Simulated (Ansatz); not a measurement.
A distorted cell of SrF2 (fluorite):

```xyz
3
Lattice="0.0000 2.9767 2.9767 2.9767 0.0000 2.9767 2.9767 2.9767 0.0000" Properties=species:S:1:pos:R:3 pbc="T T T"
Sr     0.0000     0.0000     0.0000
F      1.4883     1.4883     1.4883
F      4.4650     4.4650     4.4650
```

All values below come from PBE (plane waves to 420 eV, PAW, scalar-relativistic; Ansatz, a quantum-chemistry and plane-wave program). k mesh 10×10×10 (Γ-centred), Fermi-Dirac smearing 0.05 eV. E stands for the smeared free energy. Stress and pressure are positive under compression. SrF2 was relaxed with its symmetry unable to fall.

Task: What is the stress tensor (GPa)?

Result: 
```
  -2.82     0.00     0.00
   0.00    -2.82     0.00
   0.00     0.00    -2.82
```
The pressure, a third of the trace, is -2.82 GPa.

Task: It is the relaxed cell scaled evenly to V/V₀ = 1.050, atoms relaxed where free. What is its energy relative to the relaxed cell?

Result: 7.7 meV/atom.

(Under strain, the slope of the energy per volume gives the stress and its curvature an elastic modulus.)
